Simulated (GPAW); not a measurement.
Crystal: ZrC.

```
CELL_PARAMETERS angstrom
3.39148 0.00000 0.00000
-1.69574 2.93710 0.00000
0.00000 0.00000 5.29005
ATOMIC_POSITIONS crystal
Zr 0.66667 0.33333 0.75000
Zr 0.33333 0.66667 0.25000
C 0.00000 0.00000 0.50000
C 0.00000 0.00000 0.00000
```

The cell comes from a database or a generator and needn't be the stable form of this composition.

Base run:

```yaml
Program: GPAW 26.7.0
Functional: PBEsol
Potentials_or_basis: PAW data sets generated in the run's folder for this functional
Cutoff: 800 eV
Basis: pw
k_mesh: 7 × 7 × 4
Occupations: fermi-dirac, width 0.05 eV
Spin: no spin polarisation
Hubbard_terms: Zr d U = 8 eV
```

Its results: pressure 14.1 GPa.

**Question.** After a change of settings the same cell gave: pressure 7.6 GPa. Which change was it?
A. hubbard terms from Zr d U = 8 eV to none
B. hubbard terms from Zr d U = 8 eV to Zr d U = 6 eV
C. hubbard terms from Zr d U = 8 eV to Zr d U = 1 eV

**Answer.** B.

Caveats: U without spin polarisation on a metal has little footing; the U is typed as a test and isn't derived for this compound.
